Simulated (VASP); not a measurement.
The system is GaSb.

```
CELL_PARAMETERS angstrom
0.00000 2.87312 2.87312
2.87312 0.00000 2.87312
2.87312 2.87312 0.00000
ATOMIC_POSITIONS crystal
Ga 0.00000 0.00000 0.00000
Sb 0.50000 0.50000 0.50000
```

The cell was built by a generator and needn't be a form met in nature.

Base run:

* Program: VASP 6.6.1
* Functional: PBE
* Potentials or basis: VASP PAW PBE potentials, release 64 (Ga_d, Sb)
* Cutoff: 520 eV
* k mesh: 6 × 6 × 6
* Occupations: fermi-dirac, width 0.02 eV
* Spin: no spin polarisation

Its results: band gap on the k mesh none (metal or under the smearing width); pressure 1.8 GPa.

Task: The run is repeated on the same cell with these changes: functional from PBE to HSE06; k mesh from 6 × 6 × 6 to 4 × 4 × 4. What comes out?

Result: Band gap on the k mesh none (metal or under the smearing width); pressure 0.5 GPa.

Several settings changed at once, so the effect can't be laid on one alone.

Caveats: some runs use coarse meshes; the PAW data sets were made with another functional, which shifts forces and pressure a little (some runs).
